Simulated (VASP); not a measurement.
Here is a VASP 6.6.1 calculation.

File POSCAR:

```
AgCl                                    
1.0
    0.0000000000      2.7224909982      2.7224909982
    2.7224909982      0.0000000000      2.7224909982
    2.7224909982      2.7224909982      0.0000000000
  Ag              Cl            
     1     1
Direct
     0.0000000000000000    0.0000000000000000    0.0000000000000000
     0.5000000000000000    0.5000000000000000    0.5000000000000000
```

INCAR.step1

```
SYSTEM = AgCl
PREC = Accurate ; ENCUT = 520
EDIFF = 1E-8 ; ISMEAR = 0
SIGMA = 0.03 ; LREAL = .FALSE.
LASPH = .TRUE. ; NELM = 80
ALGO = Normal ; ISIF = 2
LWAVE = .FALSE. ; LCHARG = .FALSE.
LMAXMIX = 4 ; KPAR = 4
GGA = PE ; LEPSILON = .TRUE.
```

Contents of KPOINTS.step1:

```
Automatic mesh
0
G
  8 8 8
  0 0 0
```

INCAR.step2

```
SYSTEM = AgCl
PREC = Accurate ; ENCUT = 520
EDIFF = 1E-5 ; ISMEAR = 0
SIGMA = 0.03 ; LREAL = .FALSE.
LASPH = .TRUE. ; NELM = 80
ALGO = Normal ; ISIF = 2
LWAVE = .TRUE. ; LCHARG = .FALSE.
LMAXMIX = 4 ; KPAR = 4
GGA = PE
```

Contents of KPOINTS.step2:

```
regular mesh
0
G
  6 6 6
  0 0 0
```

File INCAR.step3:

```
SYSTEM = AgCl
PREC = Accurate ; ENCUT = 520
EDIFF = 1E-6 ; ISMEAR = 0
SIGMA = 0.03 ; LREAL = .FALSE.
LASPH = .TRUE. ; NELM = 80
ALGO = Normal ; ISIF = 2
LWAVE = .FALSE. ; LCHARG = .FALSE.
LMAXMIX = 4 ; GGA = PE
LHFCALC = .TRUE. ; AEXX = 0.1908
PRECFOCK = Fast ; HFRCUT = -1
KPAR = 4 ; ISTART = 1
```

The input KPOINTS.step3:

```
regular mesh
0
G
  6 6 6
  0 0 0
```

KPOINTS_OPT

```
explicit points
6
Reciprocal
 0.0000000000  0.0000000000  0.0000000000 1
 0.3750000000  0.3750000000  0.7500000000 1
 0.5000000000  0.5000000000  0.5000000000 1
 0.6250000000  0.2500000000  0.6250000000 1
 0.5000000000  0.2500000000  0.7500000000 1
 0.5000000000  0.0000000000  0.5000000000 1
```

Potentials or basis: VASP PAW PBE potentials, release 64 (Ag, Cl).

Launch:

```bash
$ cat potpaw_PBE.64/Ag/POTCAR potpaw_PBE.64/Cl/POTCAR > POTCAR
$ cp INCAR.step1 INCAR
$ cp KPOINTS.step1 KPOINTS
$ mpirun -np 4 vasp_std > vasp.out
$ cp INCAR.step2 INCAR
$ cp KPOINTS.step2 KPOINTS
$ mpirun -np 4 vasp_std > vasp.out
$ cp INCAR.step3 INCAR
$ cp KPOINTS.step3 KPOINTS
$ mpirun -np 4 vasp_std > vasp.out
```

Question: Predict the band gap along the path.

Answer: 2.55 eV, indirect (least direct gap 5.06 eV).

Question: Estimate the band gap on the k mesh.

Answer: 2.55 eV, indirect (least direct gap 5.06 eV).

**What was measured.**

From a printed reference work, data compilation, for a bulk crystal of AgCl: band gap 3.249 eV (indirect).

Measured gap of AgCl: 3.249 eV (indirect; a printed reference work, data compilation). This calculation gives 2.55 eV (-0.70 eV). Spin-orbit coupling on Ag is left out. The value is that of PBE-EpsX, without temperature or zero-point motion.
